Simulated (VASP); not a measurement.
Wanted: the native input for a VASP 6.6.1 run.

- Task: single point
- Functional: PBEsol
- Dispersion: D3(BJ)
- Potentials or basis: VASP PAW PBE potentials, release 64 (Se, In_d)
- Cutoff: 520 eV
- k mesh: 12 × 12 × 1
- Occupations: gaussian, width 0.03 eV
- Spin: no spin polarisation
- Dipole correction: yes
- Further INCAR settings: ALGO = Fast; EDIFF = 1e-06; NBANDS = 27

The structure of InSe lies in POSCAR:

```
InSe
1.0
    3.9499754729      0.0000000000      0.0000000000
   -1.9749877364      3.4207791038      0.0000000000
    0.0000000000      0.0000000000     34.5200000026
Se In
2 2
Direct
    0.6666666667      0.3333333333      0.2028583862
    0.6666666667      0.3333333333      0.3579759127
    0.3333333333      0.6666666667      0.2405375078
    0.3333333333      0.6666666667      0.3202967911
```

The cell was built by a generator and needn't be a form met in nature.

The input as run:

INCAR

```
SYSTEM = InSe
  ALGO = Fast
  DIPOL = 0.5 0.5 0.280
  EDIFF = 1E-6
  ENCUT = 520
  GGA = PS
  IDIPOL = 3
  ISIF = 2
  ISMEAR = 0
  IVDW = 12
  LASPH = .True.
  LCHARG = .True.
  LDIPOL = .True.
  LELF = .True.
  LREAL = .False.
  LVACPOTAV = .True.
  LVHAR = .True.
  LWAVE = .False.
  NBANDS = 27
  NELM = 100
  PREC = Accurate
  SIGMA = 0.03
```

KPOINTS

```
k-points
0
Gamma
  12 12 1
  0 0 0
```

Potentials or basis: VASP PAW PBE potentials, release 64 (Se, In_d).

Launch:

```sh
$ cat potpaw_PBE.64/Se/POTCAR potpaw_PBE.64/In_d/POTCAR > POTCAR
$ mpirun -np 1 vasp_std > vasp.out
```

Results of the run:

```yaml
Largest_force: 0.020 eV/Å
Band_gap_on_the_k_mesh: 1.83 eV, indirect (least direct gap 1.92 eV)
Dispersion_energy_per_atom: -0.209 eV
Ionisation_potential_of_the_upper_face: 6.06 eV
```

Caveat: the PAW data sets were made with another functional, which shifts forces and pressure a little; spin-orbit coupling is left out, which moves the levels of the heavy elements.

Run time: 15 min on 1 thread of Intel(R) Xeon(R) Platinum 8259CL CPU @ 2.50GHz (Skylake/Cascade Lake) (shared host), peak memory 0.68 GiB.
